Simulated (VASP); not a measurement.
# Cu (Fm-3m) in VASP: a series of runs

The runs below take Cu through single point, with PBE.

Everything below comes from runs of VASP 6.6.1. Logs are shortened: lines on timing, memory, paths and dates and some standing lists are left out, and cuts for length are marked.

## Step 1: The crystal as given

Symmetry: Fm-3m, No. 225, cubic system. Conventional cell: a = 3.615 Å, b = 3.615 Å, c = 3.615 Å, α = 90.00°, β = 90.00°, γ = 90.00°. Cu (site symmetry m-3m) is surrounded by 12 Cu at 2.56 Å.

## Step 2: Single point, PBE

INCAR

```
SYSTEM = Cu
  PREC = Accurate
  ENCUT = 460
  EDIFF = 1E-7
  ISMEAR = 1
  SIGMA = 0.2
  LREAL = .False.
  LASPH = .True.
  NELM = 100
  ALGO = Normal
  ISIF = 2
  LWAVE = .False.
  LCHARG = .False.
  GGA = PE
  NBANDS = 12
  ADDGRID = .False.
```

KPOINTS

```
regular mesh
0
Gamma
  11 11 11
  0 0 0
```

POSCAR

```
Cu
1.0
    0.0000000000      1.8075000000      1.8075000000
    1.8075000000      0.0000000000      1.8075000000
    1.8075000000      1.8075000000      0.0000000000
Cu
1
Direct
    0.0000000000      0.0000000000      0.0000000000
```

Potentials or basis: VASP PAW PBE potentials, release 64 (Cu).

Started as:

```
> cat potpaw_PBE.64/Cu/POTCAR > POTCAR
> mpirun -np 1 vasp_std > vasp.out
```

OUTCAR:

```text
SYSTEM = Cu
   PREC = Accurate
   ENCUT = 460
   EDIFF = 1E-7
   ISMEAR = 1
   LREAL = .False.
   LASPH = .True.
   NELM = 100
   ISIF = 2
   GGA = PE

 Found     56 irreducible k-points:

 Following reciprocal coordinates:
            Coordinates               Weight
  0.000000  0.000000  0.000000      1.000000
  0.090909  0.000000  0.000000      8.000000
  0.181818  0.000000  0.000000      8.000000
  0.272727  0.000000  0.000000      8.000000
  0.363636  0.000000  0.000000      8.000000
  0.454545  0.000000  0.000000      8.000000
   k-points           NKPTS =     56   k-points in BZ     NKDIM =     56   number of bands    NBANDS=     12
   number of dos      NEDOS =    301   number of ions     NIONS =      1
   total plane-waves  NPLWV =   5832
   dimension x,y,z NGX =    18 NGY =   18 NGZ =   18
   dimension x,y,z NGXF=    36 NGYF=   36 NGZF=   36
   ions per type =               1
   NGX,Y,Z   is equivalent  to a cutoff of  11.71, 11.71, 11.71 a.u.
   NGXF,Y,Z  is equivalent  to a cutoff of  23.41, 23.41, 23.41 a.u.
 SYSTEM =  Cu
   PREC   = accura    normal or accurate (medium, high low for compatibility)
   ISTART =      0    job   : 0-new  1-cont  2-samecut
   ICHARG =      2    charge: 1-file 2-atom 10-const
   ISPIN  =      1    spin polarized calculation?
   LNONCOLLINEAR =      F non collinear calculations
   LSORBIT =      F    spin-orbit coupling
   LASPH  =      T    aspherical Exc in radial PAW
   ENCUT  =  460.0 eV  33.81 Ry    5.81 a.u.   4.47  4.47  4.47*2*pi/ulx,y,z
   NELM   =    100;   NELMIN=  2; NELMDL= -5     # of ELM steps
   EDIFF  = 0.1E-06   stopping-criterion for ELM
   LREAL  =      F    real-space projection
   EDIFFG = 0.1E-05   stopping-criterion for IOM
   NSW    =      0    number of steps for IOM
   IBRION =     -1    ionic relax: 0-MD 1-quasi-New 2-CG
   NFREE  =      0    steps in history (QN), initial steepest desc. (CG)
   ISIF   =      2    stress and relaxation
   ISYM   =      2    0-nonsym 1-usesym 2-fastsym
   POTIM  = 0.5000    time-step for ionic-motion
   TEBEG  =    0.0;   TEEND  =   0.0 temperature during run
   PSTRESS=    0.0 pullay stress
   NELECT =      11.0000    total number of electrons
   NUPDOWN=      -1.0000    fix difference up-down
   EMIN   =  10.00;   EMAX   =-10.00  energy-range for DOS
   EFERMI =   0.00;   METHOD = LEGACY
   ISMEAR =     1;   SIGMA  =   0.20  broadening in eV -4-tet -1-fermi 0-gaus
   EFERMI_NEDOS =   21; number of points for ismear=-14 and -15
   IALGO  =     38    algorithm
   IMIX   =      4    mixing-type and parameters
     AMIX     =   0.40;   BMIX     =  1.00
     AMIX_MAG =   1.60;   BMIX_MAG =  1.00
  volume/ion in A,a.u.               =      11.81        79.70
  Fermi-wavevector in a.u.,A,eV,Ry     =   1.598763  3.021224 34.777078  2.556043
  Thomas-Fermi vector in A             =   2.696162
   LORBIT       =      0    0 simple, 1 ext, 2 COOP (PROOUT), +10 PAW based schemes
   GGA     = PE    functional components
   LHFCALC =     F    Hartree Fock is set to
   AEXX    =    0.0000 exact exchange contribution
   IVDW    =     0    specifies the selected vdW correction
   LEPSILON=     F    determine dielectric tensor
   LRPA    =     F    only Hartree local field effects (RPA)
 non-spin polarized calculation
 Methfessel and Paxton  Order N= 1 SIGMA  =   0.20
  energy-cutoff  :      460.00
  volume of cell :       11.81
 maximum number of plane-waves:       276
 NGX is ok and might be reduce to    18
   NGX =  9   NGY =  9   NGZ =  9

 number of electron      11.0000013 magnetization

 Free energy of the ion-electron system (eV)
  ---------------------------------------------------
  ext. energy  EPLUGINS =         0.00000000
  ---------------------------------------------------
  free energy    TOTEN  =        -3.73083939 eV

  energy without entropy =       -3.73146120  energy(sigma->0) =       -3.73104666

 E-fermi :   7.6754     XC(G=0): -12.7264

 val. band max:        7.5377378184   @ k =   0.4545   0.2727   0.0000
 cond. band min:       7.7807287523   @ k =   0.4545   0.3636   0.0000
 fundamental gap:      0.2429909339
 Fermi energy:         7.6754357459

 k-point     1 :       0.0000    0.0000    0.0000
  band No.  band energies     occupation
      1      -1.7667      2.00000
      2       4.5518      2.00000
      3       4.5518      2.00000
      4       4.5518      2.00000
      5       5.3737      2.00000
      6       5.3737      2.00000
      7      30.1804      0.00000
      8      32.8227      0.00000
      9      32.8227      0.00000
     10      32.8227      0.00000
     11      35.3134      0.00000
     12      35.3134      0.00000

 k-point     2 :       0.0909    0.0000    0.0000
  band No.  band energies     occupation
      1      -1.4667      2.00000
      2       4.4902      2.00000
      3       4.6058      2.00000
      4       4.6058      2.00000
      5       5.3534      2.00000
      6       5.3534      2.00000
      7      28.1049      0.00000
      8      30.9898      0.00000
      9      32.0351      0.00000
     10      32.0352      0.00000
     11      36.5114      0.00000
     12      36.5114      0.00000

 k-point     3 :       0.1818    0.0000    0.0000
  band No.  band energies     occupation
      1      -0.5971      2.00000
      2       4.3547      2.00000
      3       4.7019      2.00000
      4       4.7019      2.00000
      5       5.3557      2.00000
      6       5.3557      2.00000
      7      23.4464      0.00000
      8      30.5297      0.00000
      9      30.9928      0.00000
     10      30.9928      0.00000
     11      37.1436      0.00000
     12      37.5695      0.00000

 k-point     4 :       0.2727    0.0000    0.0000
  band No.  band energies     occupation
      1       0.7049      2.00000
      2       4.3168      2.00000
      3       4.6923      2.00000
      4       4.6923      2.00000
      5       5.5093      2.00000
      6       5.5093      2.00000
      7      18.9396      0.00000
      8      29.8757      0.00000
      9      30.2487      0.00000
     10      30.2487      0.00000
     11      35.5455      0.00000
     12      35.5455      0.00000

 k-point     5 :       0.3636    0.0000    0.0000
  band No.  band energies     occupation
      1       1.9540      2.00000
      2       4.5991      2.00000
      3       4.5991      2.00000
      4       4.8345      2.00000
      5       5.7512      2.00000
      6       5.7512      2.00000
      7      14.9263      0.00000
      8      29.1670      0.00000
      9      29.8283      0.00000
     10      29.8284      0.00000
     11      33.7724      0.00000
     12      33.7724      0.00000

 k-point     6 :       0.4545    0.0000    0.0000
  band No.  band energies     occupation
      1       2.4612      2.00000
      2       4.5281      2.00000
      3       4.5281      2.00000
      4       5.9179      2.00000
      5       5.9179      2.00000
      6       6.2156      2.00000
      7      11.8922      0.00000
      8      28.7307      0.00000
      9      29.6693      0.00000
     10      29.6693      0.00000
     11      32.7888      0.00000
     12      32.7888      0.00000

 [... further k-points ...]

------------------------ aborting loop because EDIFF is reached ----------------------------------------

  FORCE on cell =-STRESS in cart. coord.  units (eV):
  Direction    XX          YY          ZZ          XY          YZ          ZX
  --------------------------------------------------------------------------------------
  -------------------------------------------------------------------------------------
  Total        0.1091416      0.1091416      0.1091416      0.0000000      0.0000000     -0.0000000
  in kB       14.8059360     14.8059360     14.8059360      0.0000000      0.0000000     -0.0000000
  external PRESSURE =      14.8059360 kB  Pullay stress =       0.0000000 kB

 VOLUME and BASIS-vectors are now :
 -----------------------------------------------------------------------------
  energy-cutoff  :      460.00
  volume of cell :       11.81
      direct lattice vectors                 reciprocal lattice vectors
     0.000000000  1.807500000  1.807500000    -0.276625173  0.276625173  0.276625173
     1.807500000  0.000000000  1.807500000     0.276625173 -0.276625173  0.276625173
     1.807500000  1.807500000  0.000000000     0.276625173  0.276625173 -0.276625173

 POSITION                                       TOTAL-FORCE (eV/Angst)
 -----------------------------------------------------------------------------------
      0.00000      0.00000      0.00000         0.000000      0.000000      0.000000
 -----------------------------------------------------------------------------------
    total drift:                                0.000000     -0.000000      0.000000

  FREE ENERGIE OF THE ION-ELECTRON SYSTEM (eV)
  ---------------------------------------------------
  free  energy   TOTEN  =        -3.7308393937 eV

  energy  without entropy=       -3.7314611976  energy(sigma->0) =       -3.73104666
```

Wall time 4 s (1 thread of AMD EPYC 9R45 (Zen 5), shared host); peak memory 0.08 GiB.

The run converged, but some of its settings lie outside the range that counts as converged, so its numbers aren't taken as properties of the crystal.

What came out:

| Quantity | Value |
| --- | --- |
| Free energy | -3.7308 eV |
| Pressure | 1.5 GPa |
| Band gap on the k mesh | none (metal or under the smearing width) |

## Step 3: Single point, PBE

INCAR is that of step 2.

KPOINTS is that of step 2.

POSCAR

```
Cu
1.0
   -0.0335610000      1.7894160000      1.7776830000
    1.7981850000     -0.0227470000      1.7668690000
    1.8176490000      1.7980650000     -0.0422110000
Cu
1
Direct
    0.0167750000     -0.0332640000      0.0016970000
```

Potentials or basis: VASP PAW PBE potentials, release 64 (Cu).

Started as:

```
> cat potpaw_PBE.64/Cu/POTCAR > POTCAR
> mpirun -np 1 vasp_std > vasp.out
```

Wall time 34 s (1 thread of AMD EPYC 9R45 (Zen 5), shared host); peak memory 0.15 GiB.

These settings aren't checked as converged: the numbers below hold their error.

What came out:

| Quantity | Value |
| --- | --- |
| Free energy | -3.7262 eV |
| Pressure | 1.7 GPa |
| Band gap on the k mesh | none (metal or under the smearing width) |

## Step 4: Single point, PBE

INCAR: that of step 3 with these lines changed.

```diff
@@ -5,3 +5,3 @@
   ISMEAR = 1
-  SIGMA = 0.2
+  SIGMA = 0.05
   LREAL = .False.
```

KPOINTS is that of step 3.

POSCAR

```
Cu
1.0
    0.0000000000      1.8075000000      1.8075000000
    1.8075000000      0.0000000000      1.8075000000
    1.8075000000      1.8075000000      0.0000000000
Cu
1
Direct
    0.0000000000      0.0000000000      0.0000000000
```

Potentials or basis: VASP PAW PBE potentials, release 64 (Cu).

Started as:

```
> cat potpaw_PBE.64/Cu/POTCAR > POTCAR
> mpirun -np 1 vasp_std > vasp.out
```

OUTCAR:

```text
SYSTEM = Cu
   PREC = Accurate
   ENCUT = 460
   EDIFF = 1E-7
   ISMEAR = 1
   LREAL = .False.
   LASPH = .True.
   NELM = 100
   ISIF = 2
   GGA = PE

 Found     56 irreducible k-points:

 Following reciprocal coordinates:
            Coordinates               Weight
  0.000000  0.000000  0.000000      1.000000
  0.090909  0.000000  0.000000      8.000000
  0.181818  0.000000  0.000000      8.000000
  0.272727  0.000000  0.000000      8.000000
  0.363636  0.000000  0.000000      8.000000
  0.454545  0.000000  0.000000      8.000000
[... 166 lines left out ...]

------------------------ aborting loop because EDIFF is reached ----------------------------------------

  FORCE on cell =-STRESS in cart. coord.  units (eV):
  Direction    XX          YY          ZZ          XY          YZ          ZX
  --------------------------------------------------------------------------------------
  -------------------------------------------------------------------------------------
  Total        0.1098974      0.1098974      0.1098974      0.0000000      0.0000000     -0.0000000
  in kB       14.9084679     14.9084679     14.9084679      0.0000000      0.0000000     -0.0000000
  external PRESSURE =      14.9084679 kB  Pullay stress =       0.0000000 kB

 VOLUME and BASIS-vectors are now :
 -----------------------------------------------------------------------------
  energy-cutoff  :      460.00
  volume of cell :       11.81
      direct lattice vectors                 reciprocal lattice vectors
     0.000000000  1.807500000  1.807500000    -0.276625173  0.276625173  0.276625173
     1.807500000  0.000000000  1.807500000     0.276625173 -0.276625173  0.276625173
     1.807500000  1.807500000  0.000000000     0.276625173  0.276625173 -0.276625173

 POSITION                                       TOTAL-FORCE (eV/Angst)
 -----------------------------------------------------------------------------------
      0.00000      0.00000      0.00000         0.000000      0.000000      0.000000
 -----------------------------------------------------------------------------------
    total drift:                                0.000000     -0.000000      0.000000

  FREE ENERGIE OF THE ION-ELECTRON SYSTEM (eV)
  ---------------------------------------------------
  free  energy   TOTEN  =        -3.7314503509 eV

  energy  without entropy=       -3.7315942152  energy(sigma->0) =       -3.73149831
```

It took 3.9 s on 1 thread of AMD EPYC 9R45 (Zen 5), shared host; peak memory 0.09 GiB.

These settings aren't checked as converged: the numbers below hold their error.

Results:

- Free energy: -3.7315 eV
- Pressure: 1.5 GPa
- Band gap on the k mesh: none (metal or under the smearing width)

## Step 5: Single point, PBE

INCAR is that of step 4.

KPOINTS is that of step 4.

POSCAR

```
Cu
1.0
   -0.0335610000      1.7894160000      1.7776830000
    1.7981850000     -0.0227470000      1.7668690000
    1.8176490000      1.7980650000     -0.0422110000
Cu
1
Direct
    0.0167750000     -0.0332640000      0.0016970000
```

Started as:

```
> cat potpaw_PBE.64/Cu/POTCAR > POTCAR
> mpirun -np 1 vasp_std > vasp.out
```

It took 37 s on 1 thread of AMD EPYC 9R45 (Zen 5), shared host; peak memory 0.15 GiB.

The run converged, but some of its settings lie outside the range that counts as converged, so its numbers aren't taken as properties of the crystal.

What came out:

| Item | Value |
| --- | --- |
| Free energy | -3.7264 eV |
| Pressure | 1.7 GPa |
| Band gap on the k mesh | none (metal or under the smearing width) |

## Step 6: The reference run

An earlier run on the cell as given: functional PBE; potentials or basis VASP PAW PBE potentials, release 64 (Cu); cutoff 520 eV; k mesh 13 × 13 × 13; occupations fermi-dirac, width 0.05 eV; no spin polarisation.

* Pressure: 2.2 GPa
* Band gap on the k mesh: none (metal or under the smearing width)
